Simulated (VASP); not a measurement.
Write the native input for VASP 6.6.1 that does the following.

```yaml
Task: single point
Functional: PBE
Potentials_or_basis: VASP PAW PBE potentials, release 64 (N, B)
Cutoff: 520 eV
k_mesh: 13 × 13 × 13
Occupations: gaussian, width 0.015 eV
Spin: no spin polarisation
Further_INCAR_settings: ALGO = Normal; EDIFF = 1e-06; NBANDS = 11
```

The structure of BN lies in POSCAR:

```
BN
1.0
    0.0000000000      1.8130010000      1.8130010000
    1.8130010000      0.0000000000      1.8130010000
    1.8130010000      1.8130010000      0.0000000000
N B
1 1
Direct
    0.2500000000      0.2500000000      0.2500000000
    0.0000000000      0.0000000000      0.0000000000
```

The cell is a database's computed one.

These files were run (other wordings do the same):

INCAR

```
SYSTEM = BN
PREC = Accurate
ENCUT = 520
EDIFF = 1E-6
ISMEAR = 0
SIGMA = 0.015
LREAL = .FALSE.
LASPH = .TRUE.
NELM = 100
ALGO = Normal
ISIF = 2
LWAVE = .FALSE.
LCHARG = .TRUE.
GGA = PE
LELF = .TRUE.
LVHAR = .TRUE.
NBANDS = 11
```

KPOINTS

```
regular mesh
0
G
  13 13 13
  0 0 0
```

Potentials or basis: VASP PAW PBE potentials, release 64 (N, B).

Launch:

```sh
$ cat potpaw_PBE.64/N/POTCAR potpaw_PBE.64/B/POTCAR > POTCAR
$ mpirun -np 1 vasp_std > vasp.out
```

It gave:

```yaml
Pressure: -0.2 GPa
Band_gap_on_the_k_mesh: 4.52 eV, indirect (least direct gap 8.78 eV)
```

Caveat: an odd mesh through Γ misses points on the zone boundary, where band edges often lie.

It took 23 s on 1 thread of AMD EPYC 7571, on a shared host, peak memory 0.09 GiB.
